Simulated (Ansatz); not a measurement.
# SiC: the cost of one run

Computed with Ansatz 0.2.0 (DFT PBE, scalar-relativistic, plane waves, PAW, unless a step's input says otherwise).

The COD entry's cell or inner coordinates are ideal or old and differ from later refinements, so a difference from it is no clean test against experiment.

17 further runs of the same task are left out: 1 that didn't finish, 16 set aside as unsound or not needed.

## Step 1: The starting structure

The structure is cubic, space group F-43m (No. 216). The conventional cell has a = 4.380 Å, b = 4.380 Å, c = 4.380 Å, α = 90.00°, β = 90.00°, γ = 90.00°. Si (site symmetry -43m) has 4 C at 1.90 Å as nearest neighbours. C (site symmetry -43m) has 4 Si at 1.90 Å as nearest neighbours.

As a file:

```xyz
2
Lattice="0.0000 2.1898 2.1898 2.1898 0.0000 2.1898 2.1898 2.1898 0.0000" Properties=species:S:1:pos:R:3 pbc="T T T"
Si    0.0000    0.0000    0.0000
C     3.2847    3.2847    3.2847
```

This cell was relaxed beforehand with the same method: volume 10.50 Å³/atom, gap on the mesh 1.37 eV.

## Step 2: What is varied

The energy is mapped over volume and the cell's shape.

- volume per atom: 7 values from 9.24 to 11.76 Å³
- length along [111] over the lengths across it, relative to the cubic cell: 7 values from 0.923 to 1.083

Nothing else is relaxed (fractional coordinates fixed). Energies count from the relaxed crystal. Points are written as (first, second).

## Step 3: The run at (9.24 Å³, 1.027)

input.yaml reads:

```yaml
crystal:
  lattice:
    - [0.0, 2.0798662787, 2.0798662787]
    - [2.0798662787, 0.0, 2.0798662787]
    - [2.1174425295, 2.1174425295, -0.0375762508]
  atoms:
    - { symbol: Si, position: [0.0, 0.0, 0.0] }
    - { symbol: C, position: [0.75, 0.75, 0.75] }
basis:
  ecutwfc: 520.0
kpoints:
  mp_grid: { grid: [12, 12, 12] }
hamiltonian:
  xc: pbe
  pseudopotentials: { kind: paw, azcp: { folder: soft_1 } }
scf:
  occupations: { method: gaussian, width: 0.05 }
output:
  forces: true
  stress: true
  eigenvalues: true
```

Run with:

```bash
$ ansatz run input.yaml --threads 1 --pin off --max-ram 2048MiB --backend cpu --events-out ev --progress --plain --runs-dir out
```

Q: Estimate wall time and peak memory on 1 thread of Arm Neoverse N1, shared host.

About 8.5 s, with a peak of 0.32 GiB.
